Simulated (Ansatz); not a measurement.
# Sn: do energies and stresses tell the same story?

Computed with DFT r2SCAN, scalar-relativistic, plane waves, PAW (Ansatz 0.2.0).

Cutoff 500 eV; k points 18×18×18 on the computed 1-atom cell (Γ-centred); Gaussian smearing, width 0.10 eV; no spin polarisation.

Relaxed cell: I4/mmm, a = 3.242 Å, b = 3.242 Å, c = 5.199 Å, α = 90.00°, β = 90.00°, γ = 90.00°, 1 atom in the primitive cell. This form isn't the element's structure at ambient conditions.

Energies at zero smearing and pressures from the stress tensor, at volumes with shape and atoms relaxed:
```tsv
V (Å³/atom)	E − E(first) (meV/atom)	P (GPa)
25.687	0.00	3.67
26.506	-13.55	1.69
27.326	-17.85	0.01
28.146	-14.24	-1.41
28.966	-3.83	-2.63
```

Question: Check P = −dE/dV between neighbouring volumes, and get the bulk modulus from the pressures alone.

Answer: With 1 eV/Å³ = 160.2 GPa:
```json
{"middle V (Å³/atom)": "26.097", "−ΔE/ΔV (GPa)": "2.649", "mean P (GPa)": "2.680"}
{"middle V (Å³/atom)": "26.916", "−ΔE/ΔV (GPa)": "0.840", "mean P (GPa)": "0.852"}
{"middle V (Å³/atom)": "27.736", "−ΔE/ΔV (GPa)": "-0.705", "mean P (GPa)": "-0.699"}
{"middle V (Å³/atom)": "28.556", "−ΔE/ΔV (GPa)": "-2.034", "mean P (GPa)": "-2.019"}
```

The two differ by 0.03 GPa at most. The mean of two end pressures misses the average over a step by about ΔV² P″/12, up to 0.03 GPa here; with that taken off 0.01 GPa remains. Around V = 27.326 Å³/atom, the two neighbours give B = −V ΔP/ΔV = 27.326 × 3.10 / 1.640 = 51.7 GPa, against B0 = 51.4 GPa from the Birch–Murnaghan fit of the energies.